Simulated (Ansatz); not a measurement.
An Ansatz (an electronic-structure program) run: GeTe with a change (tensor shear ε_xz = −0.96 %); PBEsol (Ansatz, PAW, spin-orbit coupling left out).

Input:

Ansatz 0.2 input:
```yaml
crystal:
  lattice:
    - [2.0476164682, 1.201523367, 3.4678391524]
    - [-2.1145825682, 1.201523367, 3.5077962632]
    - [-0.03348305, -2.4030467341, 3.4878177078]
  atoms:
    - { symbol: Ge, position: [0.2383366874, 0.2383366874, 0.2383366874] }
    - { symbol: Te, position: [0.7616633126, 0.7616633126, 0.7616633126] }
basis: { ecutwfc: 420, ecutrho_ratio: 4, xc_grid: 2, fft_grid_basis: typed }
kpoints: { mp_grid: { grid: [10, 10, 10] } }
hamiltonian:
  xc: pbesol
  dispersion: none
  pseudopotentials: { kind: paw }
scf: { occupations: { method: fermi_dirac, width: 0.05 }, convergence: { dr2_threshold: 0.0000000002 } }
relax: { f_tol: 0.005, max_steps: 50 }
output: { forces: true, stress: true }
checkpoint: { write: state.ck, write_every: 1000 }
```

Output (explanatory and most iteration lines left out):

```
Relaxation: its limit of steps is 50 (relax.max_steps)
Pseudopotential: Ge, paw, valence charge 14
Pseudopotential: Te, paw, valence charge 16
Crystal: 2 atoms, lattice volume = 52.323 Å³
Basis set: ecut = 420 eV, 995 PW (Γ), exchange–correlation on 60×60×60 points (8 copies of the dense FFT grid, shifted against one another)
Bands: 19, of which v1, the nominal top of the filled ones, is band 15 counted from 1 (14 counted from 0)
Symmetry: 1 space group operations
Space group: P1 (ITA 1), of the structure as read, at distance tolerance 3.7e-5 Å
k-points: 504 of 1000 (time reversal used)
Functional: x = pbesol(κ = 0.804, μ = 0.12345679012345678), c = pbesol(β = 0.046)
SCF iter   1: F=—  HF=-11155.202777 eV  |F-HF|=—  |Δ(HF+E_count)|=         —  Δρ=2.09e-3  dr2=2.36e-3  ethr=1.77e-3  ⟨swp⟩=6.0  Hψ=49441  notcnv=0
SCF iter   2: F=—  HF=-11155.200820 eV  |F-HF|=—  |Δ(HF+E_count)|=   1.96e-3  Δρ=9.51e-4  dr2=2.92e-4  ethr=7.87e-6  ⟨swp⟩=2.2  Hψ=19986  notcnv=0
SCF 1 converged in 8 iterations: F = -11155.200823 eV  dr2 = 2.64e-11
relax step   1: F+E_penalty+E_count = -11155.20082315 eV  Δ(F+E_penalty+E_count) = +0.000e0 eV  max|allowed force component| = 4.812e-2 eV/Å  Δτ_max = 0.0000 Å  (8 SCF iters, accepted)
Crystal: 2 atoms, lattice volume = 52.323 Å³
SCF iter   1: F=—  HF=-11155.201487 eV  |F-HF|=—  |Δ(HF+E_count)|=         —  Δρ=4.75e-4  dr2=7.93e-5  ethr=2.54e-7  ⟨swp⟩=2.0  Hψ=35739  notcnv=0
SCF iter   2: F=—  HF=-11155.201478 eV  |F-HF|=—  |Δ(HF+E_count)|=   9.16e-6  Δρ=2.19e-4  dr2=1.51e-5  ethr=2.54e-7  ⟨swp⟩=1.0  Hψ=9576  notcnv=0
SCF 2 converged in 6 iterations: F = -11155.201476 eV  dr2 = 3.00e-11
relax step   2: F+E_penalty+E_count = -11155.20147631 eV  Δ(F+E_penalty+E_count) = -6.532e-4 eV  max|allowed force component| = 3.427e-2 eV/Å  Δτ_max = 0.0079 Å  (6 SCF iters, accepted)
Crystal: 2 atoms, lattice volume = 52.323 Å³
SCF iter   1: F=—  HF=-11155.202189 eV  |F-HF|=—  |Δ(HF+E_count)|=         —  Δρ=1.19e-3  dr2=4.97e-4  ethr=1.59e-5  ⟨swp⟩=4.1  Hψ=26201  notcnv=0
SCF iter   2: F=—  HF=-11155.202134 eV  |F-HF|=—  |Δ(HF+E_count)|=   5.51e-5  Δρ=5.48e-4  dr2=9.40e-5  ethr=1.66e-6  ⟨swp⟩=1.0  Hψ=13608  notcnv=0
SCF 3 converged in 6 iterations: F = -11155.202128 eV  dr2 = 1.53e-10
relax step   3: F+E_penalty+E_count = -11155.20212808 eV  Δ(F+E_penalty+E_count) = -6.518e-4 eV  max|allowed force component| = 4.746e-3 eV/Å  Δτ_max = 0.0195 Å  (6 SCF iters, accepted)
Crystal: 2 atoms, lattice volume = 52.323 Å³
SCF iter   1: F=—  HF=-11155.202119 eV  |F-HF|=—  |Δ(HF+E_count)|=         —  Δρ=1.81e-4  dr2=1.94e-5  ethr=3.80e-7  ⟨swp⟩=2.2  Hψ=22273  notcnv=0
SCF iter   2: F=—  HF=-11155.202115 eV  |F-HF|=—  |Δ(HF+E_count)|=   4.01e-6  Δρ=8.18e-5  dr2=3.75e-6  ethr=6.48e-8  ⟨swp⟩=1.0  Hψ=13608  notcnv=0
SCF 4 converged in 6 iterations: F = -11155.202114 eV  dr2 = 1.42e-11
relax step   4: F+E_penalty+E_count = -11155.20211421 eV  Δ(F+E_penalty+E_count) = +1.387e-5 eV  max|allowed force component| = 9.434e-3 eV/Å  Δτ_max = 0.0029 Å  (6 SCF iters, rejected (line search))
Crystal: 2 atoms, lattice volume = 52.323 Å³
SCF iter   1: F=—  HF=-11155.202136 eV  |F-HF|=—  |Δ(HF+E_count)|=         —  Δρ=1.20e-4  dr2=8.53e-6  ethr=2.85e-7  ⟨swp⟩=2.0  Hψ=22143  notcnv=0
SCF iter   2: F=—  HF=-11155.202133 eV  |F-HF|=—  |Δ(HF+E_count)|=   2.27e-6  Δρ=5.41e-5  dr2=1.64e-6  ethr=2.84e-8  ⟨swp⟩=1.0  Hψ=13613  notcnv=0
SCF 5 converged in 6 iterations: F = -11155.202133 eV  dr2 = 5.61e-12
relax step   5: F+E_penalty+E_count = -11155.20213305 eV  Δ(F+E_penalty+E_count) = -4.971e-6 eV  max|allowed force component| = 9.769e-5 eV/Å  Δτ_max = 0.0010 Å  (6 SCF iters, accepted)
SCF converged after 6 iterations
Free energy (F): -11155.202133 eV
Internal energy: -11155.202065 eV  (E = F + TS)
E sigma→0 (E₀):  -11155.202099 eV
Entropy (-TS):   -0.000068 eV (-0.034 meV/atom)
Fermi energy:    9.832643 eV
--- Forces (eV/Å), atoms counted from 1 ---
  atom   1  Ge     0.00000285     0.00009769    -0.00006865
  atom   2  Te    -0.00000287    -0.00009770     0.00006857
--- Stress (GPa, compression-positive) ---
        0.129777      -0.436522       0.782731
       -0.436522       0.006664      -0.015014
        0.782731      -0.015014       0.023930
  P = ⅓ Tr σ = 0.0535 GPa (0.535 kbar)
--- Relaxed structure (5 steps of the walk, 4 accepted, 0 SCFs on fresh bases) ---
  atoms:
    - { symbol: Ge, position: [0.24477202972992237, 0.23167833648804026, 0.23886880139267375] }
    - { symbol: Te, position: [0.7552279702700776, 0.7683216635119596, 0.7611311986073263] }
```

With Te present, leaving out spin-orbit coupling can change the band edges. The cells carry an imposed strain or load. Stability against distortions was not tested. The cell was made from GeTe (space group R3m, No. 160) by this change: tensor shear ε_xz = −0.96 %.
